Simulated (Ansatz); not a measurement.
# YAl2N3: the cost of one run

Program: Ansatz 0.2.0. Level of theory: DFT PBE, scalar-relativistic, plane waves, PAW. These are calculated values, not measurements.

**1. The starting structure**

The structure is trigonal, space group P-3m1 (No. 164). The conventional cell has a = 3.433 Å, b = 3.433 Å, c = 8.410 Å, α = 90.00°, β = 90.00°, γ = 120.00°. Y (site symmetry -3m) is surrounded by 6 N at 2.43 Å. Al (site symmetry 3m) has 6 N at 2.43 Å as nearest neighbours. N (site symmetry 3m) has 3 Al at 2.43 Å and 3 Y at 2.43 Å as nearest neighbours. N (site symmetry -3m) has 6 Al at 2.43 Å as nearest neighbours.

Structure file:

```
CELL_PARAMETERS angstrom
3.43322 0.00000 0.00000
-1.71661 2.97326 0.00000
0.00000 0.00000 8.40964
ATOMIC_POSITIONS crystal
Y 0.00000 0.00000 0.50000
Al 0.66667 0.33333 0.83333
Al 0.33333 0.66667 0.16667
N 0.33333 0.66667 0.66667
N 0.66667 0.33333 0.33333
N 0.00000 0.00000 0.00000
```

The start is an ordering of an alloy on its end members' structure types: elements ordered on the sites of the YN type, Al/Y on Y (P-3m1, No. 164).

**2. The guess as it stands, on a coarse mesh**

input.yaml

```yaml
crystal:
  lattice:
    - [3.43322166, 0.0, 0.0]
    - [-1.71661083, 2.97325717, 0.0]
    - [0.0, 0.0, 8.40964124]
  atoms:
    - { symbol: "Y", position: [0.0, 0.0, 0.5] }
    - { symbol: Al, position: [0.66666667, 0.33333333, 0.83333333] }
    - { symbol: Al, position: [0.33333333, 0.66666667, 0.16666667] }
    - { symbol: "N", position: [0.33333333, 0.66666667, 0.66666667] }
    - { symbol: "N", position: [0.66666667, 0.33333333, 0.33333333] }
    - { symbol: "N", position: [0.0, 0.0, 0.0] }
basis:
  ecutwfc: 420
kpoints:
  mp_grid: { grid: [6, 6, 2] }
hamiltonian:
  xc: pbe
scf:
  occupations: { method: gaussian, width: 0.1 }
  lower_state_search: "off"
output:
  forces: true
  stress: true
  eigenvalues: true
```

Launch:

```sh
> ansatz run input.yaml --threads 1 --pin off --max-ram 2560MiB --backend cpu --events-out ev --progress --plain --runs-dir out
```

What time and memory should one allow on 1 thread of AMD EPYC 7R43 (Zen 3), shared host?

About 1.9 s, with a peak of 0.4 GiB.
